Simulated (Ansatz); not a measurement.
**Mg: energy from the work of forces and stress**

```xyz
1
Lattice="0.0000 2.2443 2.2443 2.2443 0.0000 2.2443 2.2443 2.2443 0.0000" Properties=species:S:1:pos:R:3 pbc="T T T"
Mg    0.0000    0.0000    0.0000
```

Computed with DFT PBE, scalar-relativistic, plane waves, PAW in Ansatz 0.2.0.

Plane waves to 420 eV, a k mesh through Γ of 16×16×16 on the computed 1-atom cell and Gaussian smearing (0.10 eV); no spin polarisation.

At the start the stress (GPa, compression positive, xx yy zz yz xz xy) is 0.84 0.84 0.84 0.00 0.00 0.00 and all forces are under 0.005 eV/Å. Each variant moves atoms by u and then strains the cell by ε, so an atom ends at (r + u)(1 + ε); shears are tensor components, each standing twice in ε. The starting volume is 22.61 Å³.

Variant 1: strain (xx yy zz yz xz xy, %) 3.73 3.73 3.73 0.00 0.00 0.00. There the stress is -2.59 -2.59 -2.59 0.00 0.00 0.00 GPa.

Variant 2: strain (xx yy zz yz xz xy, %) 3.21 3.21 3.21 0.00 0.00 0.00. There the stress is -2.21 -2.21 -2.21 0.00 0.00 0.00 GPa.

Variant 3: strain (xx yy zz yz xz xy, %) 4.87 4.87 4.87 0.00 0.00 0.00. There the stress is -3.34 -3.34 -3.34 0.00 0.00 0.00 GPa.

Variant 4: strain (xx yy zz yz xz xy, %) 4.22 4.22 4.22 0.00 0.00 0.00. There the stress is -2.93 -2.93 -2.93 0.00 0.00 0.00 GPa.

**Question.** Estimate each change of free energy from forces and stresses by the trapezoid rule along the path (r + tu)(1 + tε), t from 0 to 1, and compare with the computed change.

**Answer.** The derivative of the energy along the path is −F·u(1 + tε) for the atoms and −V σ(1 + tε)⁻¹ : ε for the cell, with F, σ and V taken at t (σ positive in compression; 1 eV/Å³ = 160.2 GPa). Averaging t = 0 and t = 1 gives, in meV per atom:
| variant | work on atoms | work on cell | sum | computed |
| --- | --- | --- | --- | --- |
| 1 | 0.0 | 15.4 | 15.4 | 17.0 |
| 2 | 0.0 | 10.3 | 10.3 | 11.4 |
| 3 | 0.0 | 29.2 | 29.2 | 32.7 |
| 4 | 0.0 | 20.9 | 20.9 | 23.2 |

The rule is exact for a quadratic energy surface and overshoots a term ct³ by c/2, so the difference between the last two columns measures the net anharmonic part along the path (terms of opposite sign can cancel, and the finite basis adds a little): 9 to 11 % here.

This fcc form isn't the element's structure at ambient conditions.